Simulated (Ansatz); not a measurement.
Compressing LiBr: a fit and a missing row

LiBr, Fm-3m, a = 5.511 Å. Ansatz: PBE, PAW, 420 eV, Γ-centred 8×8×8 mesh on 2 atoms, Gaussian smearing 0.02 eV; no spin polarisation. Symmetry fixes shape and atoms, so the cell is only scaled; pressure is positive in compression.

| V (Å³/atom) | P (GPa) |
| --- | --- |
| 18.409 | 4.36 |
| 19.037 | 2.99 |
| 19.665 | ? |
| 20.292 | 0.84 |
| 20.920 | 0.00 |
| 21.547 | -0.71 |
| 22.175 | -1.32 |
| 23.012 | -1.99 |

Question: Take V0 = 20.920 Å³/atom, fit the third-order Birch–Murnaghan form to the other rows, and predict the missing pressure.

Answer: With the Eulerian strain f = ½[(V0/V)^(2/3) − 1] and y = P/[3f(1 + 2f)^(5/2)], the form is the line y = B0 + 1.5 B0 (B0′ − 4) f. Rows (f, y): 0.04449, 26.40; 0.03245, 26.25; 0.01026, 25.94; -0.00975, 25.50; -0.01905, 25.45; -0.03078, 25.26. Means f = 0.004603, y = 25.800; Σ(Δf)² = 0.004416, ΣΔfΔy = 0.06895; the slope is their ratio. y = 25.73 + 15.61 f GPa, so B0 = 25.7 GPa and B0′ = 4 + 2 × (15.61)/(3 × 25.73) = 4.40. At V = 19.665, f = 0.02105, y = 26.059 and P = 1.82 GPa. The run gave 1.83 GPa, so the fit is 0.01 GPa too low, a small miss on the scale of the series.